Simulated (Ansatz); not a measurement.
The system is BeTe.

```
Te Be
1.0
     0.00000    2.77000    2.77000
     2.77000    0.00000    2.77000
     2.77000    2.77000    0.00000
Te Be
1 1
Direct
  0.75000 0.75000 0.75000
  0.00000 0.00000 0.00000
```

Base run:

* Program: Ansatz 0.2.0
* Functional: PBE
* Potentials or basis: Ansatz PAW
* Cutoff: 420 eV (not typed: the program's choice for these potentials)
* k mesh: 8 × 8 × 8
* Occupations: fermi-dirac, width 0.05 eV
* Spin: no spin polarisation

Its results: band gap on the k mesh 1.86 eV, indirect (least direct gap 3.59 eV); pressure 4.3 GPa.

Task: The run is repeated on the same cell with these changes: functional from PBE to r2SCAN; cutoff from 420 eV (not typed: the program's choice for these potentials) to 500 eV (not typed: the program's choice for these potentials). What comes out?

Result: Band gap on the k mesh 2.22 eV, indirect (least direct gap 3.97 eV); pressure 4.2 GPa.

r2SCAN gives the wider gap, since meta-GGAs in the generalised Kohn-Sham scheme recover part of the derivative discontinuity.

Caveats: spin-orbit coupling is left out, which moves the levels of the heavy elements; the PAW data sets come from PBE, with cores solved anew for the run's functional, which leaves a small shift of forces and pressure (some runs).
